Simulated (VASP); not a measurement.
Wanted: the native input for a VASP 6.6.1 run.

```
Task                   : single point
Functional             : LDA
Potentials or basis    : VASP PAW LDA potentials, release 64 (O, H, F)
Cutoff                 : 520 eV
k mesh                 : 1 × 1 × 1
Occupations            : fermi-dirac, width 0.05 eV
Spin                   : no spin polarisation
Dipole correction      : no
Further INCAR settings : LREAL = Auto; ALGO = Normal; EDIFF = 1e-06; NBANDS = 44
```

The structure of H13O6F lies in POSCAR:

```
H13O6F
1.0
    6.1745050000      0.0000000000      0.0000000000
    0.0000000000      6.1745050000      0.0000000000
    0.0000000000      0.0000000000      6.1745050000
O H F
6 13 1
Direct
    0.8936424863      0.2725724572      0.5205113608
    0.5996108190      0.5518499054      0.4124055289
    0.3973597884      0.7123324056      0.7114416459
    0.1607254347      0.8567488406      0.3125594683
    0.7556233253     -0.0222042091      0.1570328310
    0.3440437735      0.5549918576      0.1306825405
    0.9765965045      0.2715035456      0.3664585258
    0.8392413643      0.1299213459      0.5197663618
    0.4897234677      0.5476390415      0.2749694105
    0.7037649172      0.4205843221      0.4521172143
    0.2794070132      0.8207459545      0.6904035222
    0.5073767047      0.5848727955      0.5674786886
    0.2505302044      0.6775927787      0.1731960700
    0.0088428141      0.8824998927      0.2706613729
    0.8130854214      0.1127215866      0.1100007207
    0.6308521898      0.0092962918      0.2543847644
    0.3833667638      0.6314028412     -0.1403513318
    0.2329579456      0.4093121635      0.1091585479
    0.2160011207      0.0240181197      0.2677785507
    0.1045265977      0.2378328303      0.1467648014
```

The cell was built by a generator and needn't be a form met in nature.

One way to write it, as run:

INCAR

```
ALGO = Normal
EDIFF = 1E-6
ENCUT = 520
ISIF = 2
ISMEAR = -1
LASPH = True
LCHARG = False
LREAL = Auto
LWAVE = False
NBANDS = 44
NELM = 100
PREC = Accurate
SIGMA = 0.05
```

KPOINTS

```
k-points
0
Gamma
  1 1 1
```

Potentials or basis: VASP PAW LDA potentials, release 64 (O, H, F).

The run is started by

```console
$ cat potpaw_LDA.64/O/POTCAR potpaw_LDA.64/H/POTCAR potpaw_LDA.64/F/POTCAR > POTCAR
$ mpirun -np 1 vasp_gam > vasp.out
```

It gave:

| Quantity | Value |
| --- | --- |
| Pressure | -1.7 GPa |
| Largest force | 3.673 eV/Å |
| Band gap on the k mesh | 4.52 eV, direct |

Run time: 15 s on 1 thread of Intel(R) Xeon(R) Platinum 8375C CPU @ 2.90GHz (Ice Lake) (shared host), peak memory 0.23 GiB.
